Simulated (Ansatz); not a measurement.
**FeO in Ansatz: the effect of Hubbard term**

The system is FeO.

```
Fe O
1.0
     1.51768    0.87623    2.51579
    -1.51768    0.87623    2.51579
     0.00000   -1.75247    2.51579
Fe O
1 1
Direct
  0.00000 0.00000 0.00000
  0.50000 0.50000 0.50000
```

Alike in all runs:

| Item | Value |
| --- | --- |
| Program | Ansatz 0.2.0 |
| Task | projected density of states |
| Functional | LDA |
| Potentials or basis | Ansatz PAW |
| Cutoff | 420 eV |
| Density cutoff | 1680 eV |
| k mesh | 11 × 11 × 11 |
| Occupations | fermi-dirac, width 0.05 eV |
| Spin | collinear spin, ferromagnetic start |
| Starting moments | [3.0, 0.0] μB |
| Hubbard projectors | ortho-atomic (the default) |
| Double counting | fll (the default) |

Problem. One run gave: gap on the mesh 0.50 eV; pressure -7.1 GPa. Which Hubbard term did it use?
A. Fe d U = 1 eV
B. Fe d U = 3 eV
C. Fe d U = 6 eV
D. Fe d U = 2 eV
E. Fe d U = 5 eV

Solution. B.

| Hubbard term | gap on the mesh (eV) | pressure (GPa) |
| --- | --- | --- |
| none | none | -16.0 |
| Fe d U = 1 eV | none | -15.3 |
| Fe d U = 2 eV | none | -10.9 |
| Fe d U = 3 eV | 0.50 | -7.1 |
| Fe d U = 4 eV | 0.96 | -4.7 |
| Fe d U = 5 eV | 1.12 | -2.7 |
| Fe d U = 6 eV | 1.23 | -1.1 |
| Fe d U = 8 eV | 1.40 | 2.0 |

Caveats: a cell with one magnetic atom can't hold antiferromagnetic order, which such compounds often take; the PAW data sets come from PBE, with cores solved anew for the run's functional, which leaves a small shift of forces and pressure; the density of states is complete only up to the lowest level of the last band computed; the magnetic or orbital state may not be the lowest (some runs); odd divisions of the mesh miss points on the zone boundary, where band edges often lie, so the gap on the mesh can be too wide (some runs); semilocal functionals often make such compounds metallic where correlation or magnetic order opens a gap, which also shifts bond lengths (some runs).

A k mesh can miss the band edges.

A gap of «none» marks a metal or a gap under the smearing width.

Not every run made on this cell is shown here.
